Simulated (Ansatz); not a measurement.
An elastic constant from a strain scan in InSb

These are results of DFT PBE, scalar-relativistic, plane waves, PAW in Ansatz, not measurements. Settings: plane waves to 420 eV, k-mesh 16×16×16 (Γ-centred), Gaussian smearing 0.15 eV. No spin polarisation. Energies are free energies at this smearing, counted from the undisturbed cell; pressure is positive in compression.

The undisturbed cell (relaxed at this level):

```
CELL_PARAMETERS angstrom
0.00000 3.31742 3.31742
3.31742 0.00000 3.31742
3.31742 3.31742 0.00000
ATOMIC_POSITIONS crystal
In 0.00000 0.00000 0.00000
Sb 0.75000 0.75000 0.75000
```

The cell is strained by ε times the Voigt pattern (1, 1, 0, 0, 0, 0) (xx, yy, zz, yz, xz, xy; engineering shear) with fractional coordinates fixed. The cell holds 2 atoms in V0 = 73.02 Å³. The stress column is τ = (1/V0) dE/dε, got from the stress tensor σ (compression positive) at each point as −det(1 + εP) σ : P(1 + εP)⁻¹, with P the pattern as a tensor.

| ε | ΔE (meV/atom) | τ (GPa) |
| --- | --- | --- |
| -0.0200 | 7.930 | -3.565 |
| -0.0100 | 1.938 | -1.716 |
| 0.0000 | 0.000 | -0.004 |
| 0.0050 | 0.457 | 0.801 |
| 0.0150 | 4.035 | 2.320 |
| 0.0200 | ? | ? |

Which combination of elastic constants does this scan measure, and how large is it?

For small ε, τ = τ0 + Kε with K = pᵀCp, which for this pattern is 2(C11 + C12) in the cubic axes. The parabola through τ at ε = -0.0100, 0 and 0.0050 has slope K = 164 GPa at zero. The energies per cell, E = NΔE, of the same two points give K = 2[E(ε₊)/ε₊ − E(ε₋)/ε₋]/[(ε₊ − ε₋)V0] = 167 GPa, in agreement.

Predict the withheld row at ε = 0.0200 from the harmonic law, and compare.

ΔE = V0(τ0 ε + Kε²/2)/N = 7.476 meV/atom and τ = 3.29 GPa. The calculation gives 7.088 meV/atom and 3.03 GPa: the energy lies 5 % below the harmonic value, as bonds soften when stretched.

In a metal these slopes depend on the k mesh and the smearing.